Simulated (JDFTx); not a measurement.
Crystal: V.

```xyz
1
Lattice="-1.5144 1.5144 1.5144 1.5144 -1.5144 1.5144 1.5144 1.5144 -1.5144" Properties=species:S:1:pos:R:3 pbc="T T T"
V     0.0000    0.0000    0.0000
```

| Property | Result |
| --- | --- |
| Program | JDFTx 1.7.0 (patched build) |
| Task | single point |
| Functional | PBE |
| Potentials or basis | PseudoDojo-SR-PBE-0.5-standard |
| Cutoff | 1143 eV |
| Density cutoff | 4572 eV |
| k mesh | 12 × 12 × 12 |
| Occupations | fermi-dirac, width 0.05 eV |
| Spin | collinear spin, ferromagnetic start |
| Starting moments | [2.0] μB |

On this cell: pressure -5.2 GPa; net moment 0.00 μB per cell; band gap on the k mesh none (metal or under the smearing width).

The same run follows on a disturbed copy (cell strained at random at fixed volume):

```
V
1.0
    -1.51699    1.52013    1.57756
     1.49873   -1.47807    1.51724
     1.50658    1.46766   -1.53549
V
1
Direct
  0.01027 0.00456 0.99881
```

What changes?

The energy (extrapolated to zero smearing) moves by +4.0 meV/atom; pressure -5.2 GPa; net moment 0.00 μB per cell; band gap on the k mesh none (metal or under the smearing width).

Stress tensor (GPa, compression positive):
```
-4.41  0.03  0.33
 0.03 -3.97 -0.44
 0.33 -0.44 -7.12
```
